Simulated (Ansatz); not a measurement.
AlN (F-43m) from a database of computed structures, relaxed with r2SCAN in Ansatz 0.2.0. It is cubic, F-43m (No. 216); conventional cell a = 4.370 Å, 10.43 Å³ an atom. Al is surrounded by 4 N at 1.89 Å; N is surrounded by 4 Al at 1.89 Å.

The axes x, y and z are those of this cell:
```yaml
crystal:
  lattice:
    - [0.00000, 2.18488, 2.18488]
    - [2.18488, 0.00000, 2.18488]
    - [2.18488, 2.18488, 0.00000]
  atoms:
    - { symbol: Al, position: [0.00000, 0.00000, 0.00000] }
    - { symbol: N, position: [0.75000, 0.75000, 0.75000] }
```

Unstrained: PBE gives an indirect gap of 3.325 eV, from Γ to X; the least direct gap is 4.176 eV at Γ. The r2SCAN gap is indirect, 3.941 eV (Γ to X), below the direct gap of 4.842 eV at Γ. With HSE06 the valence top lies at Γ and the conduction bottom at X, 4.552 eV higher; the smallest vertical gap, at Γ, is 5.547 eV. Meshes: PBE 10×10×10, r2SCAN 10×10×10, HSE06 8×8×8. Strains are changes of length per length, and xy shears are angles. After each strain the atoms were relaxed again with r2SCAN within the symmetry that the strain leaves, so tilts or polar shifts that break it weren't tested; points keep the names that they have in the unstrained zone. Spin-unpolarised throughout; all numbers are computed.

Q: Apply xy shear, engineering strain (angle) +5.31 %. How far does the gap move, against the unstrained cell?

A: PBE: the gap goes from 3.325 to 3.014 eV (-0.311 eV); with r2SCAN the top three valence levels at Γ, degenerate before, become 1+1+1 from the top over 457 meV. r2SCAN: the gap goes from 3.941 to 3.621 eV (-0.320 eV). HSE06: the gap goes from 4.552 to 4.243 eV (-0.309 eV). The r2SCAN energy rises by 18.1 meV an atom.

Q: Apply biaxial -3.05 % in x and y, z held. How far does the gap move, against the unstrained cell?

A: PBE: the gap goes from 3.325 to 3.251 eV (-0.074 eV); the X points, equivalent before, split by 156 meV, and the conduction bottom lies at those like (0, 1/2, 1/2); the edges go from Γ → X to Γ–K (0.22) → X; with r2SCAN the top three valence levels at Γ, degenerate before, become 2+1 from the top over 143 meV. r2SCAN: the gap goes from 3.941 to 3.882 eV (-0.059 eV); the X points, equivalent before, split by 162 meV, and the conduction bottom lies at those like (0, 1/2, 1/2); the edges go from Γ → X to Γ–K (0.22) → X. HSE06: the gap goes from 4.552 to 4.504 eV (-0.048 eV); the X points, equivalent before, split by 161 meV, and the conduction bottom lies at those like (0, 1/2, 1/2); the edges go from Γ → X to Γ–K (0.22) → X. The r2SCAN energy rises by 30.2 meV an atom.

Q: One strain changed the r2SCAN stress by xx -2.48, yy -4.99, zz -2.48 GPa (compression positive) and the gap by -0.057 eV (PBE), -0.063 eV (r2SCAN), -0.066 eV (HSE06). Which kind of strain was it, and roughly how large?

A: Uniaxial +1.63 % along y, other directions held. The pattern of the stress gives the kind; the size needs the stiffness, so it is an estimate.

Q: Apply isotropic +1.42 % on every length. How far does the gap move, against the unstrained cell?

A: PBE: the gap goes from 3.325 to 3.301 eV (-0.024 eV). r2SCAN: the gap goes from 3.941 to 3.905 eV (-0.036 eV). HSE06: the gap goes from 4.552 to 4.508 eV (-0.044 eV). The r2SCAN energy rises by 11.9 meV an atom.

Where an edge lies off the special points, it is a point of the mesh or the k point where a search put PBE's edge or least direct gap, reused for the other functionals, whose own edges may lie a little apart.

The meshes of the hybrids are coarse, so their gaps aren't converged to the digits shown.

The splittings at Γ are without spin-orbit coupling, which regroups them where it is of like size or larger.
